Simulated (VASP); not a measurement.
A run of VASP 6.6.1 is set up as follows.

INCAR

```
SYSTEM = CaF2
PREC = Accurate
ENCUT = 520
EDIFF = 1E-6
ISMEAR = 0
SIGMA = 0.02
LREAL = .FALSE.
LASPH = .TRUE.
NELM = 80
ALGO = Fast
ISIF = 2
LWAVE = .FALSE.
LCHARG = .TRUE.
GGA = PE
LELF = .TRUE.
```

The input KPOINTS:

```
Automatic mesh
0
G
  8 8 8
  0 0 0
```

POSCAR

```
CaF2
1.0
    0.0000000000      2.7310000000      2.7310000000
    2.7310000000      0.0000000000      2.7310000000
    2.7310000000      2.7310000000      0.0000000000
Ca F
1 2
Direct
    0.0000000000      0.0000000000      0.0000000000
    0.7500000000      0.7500000000      0.7500000000
    0.2500000000      0.2500000000      0.2500000000
```

Potentials or basis: VASP PAW PBE potentials, release 64 (Ca_sv, F).

The run is started by

```sh
$ cat potpaw_PBE.64/Ca_sv/POTCAR potpaw_PBE.64/F/POTCAR > POTCAR
$ mpirun -np 1 vasp_std > vasp.out
```

(1) What does it give for the pressure?

(2) Predict the band gap on the k mesh.

Answers

(1) 2.5 GPa.

(2) 7.28 eV, indirect (least direct gap 7.53 eV).
